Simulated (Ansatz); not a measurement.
An element in the sc structure gives these cold pressures by all-electron LAPW under PBE (Ansatz 0.2.0, scalar-relativistic, no spin polarisation).

```
V (Å³/atom)  P (GPa)
      39.93    -0.02
      37.93     0.32
      33.94     1.32
      29.94     2.96
      25.95     5.81
      21.96    11.04
      17.97     21.6
      15.97     31.0
```

Question: Which element is it?

Answer: Na. Its zero-pressure volume in this structure is near 39.9 Å³/atom; the volume and the steepness of P(V) together point to it, though neighbours can come close. Other candidates weren't computed, and some may come near.
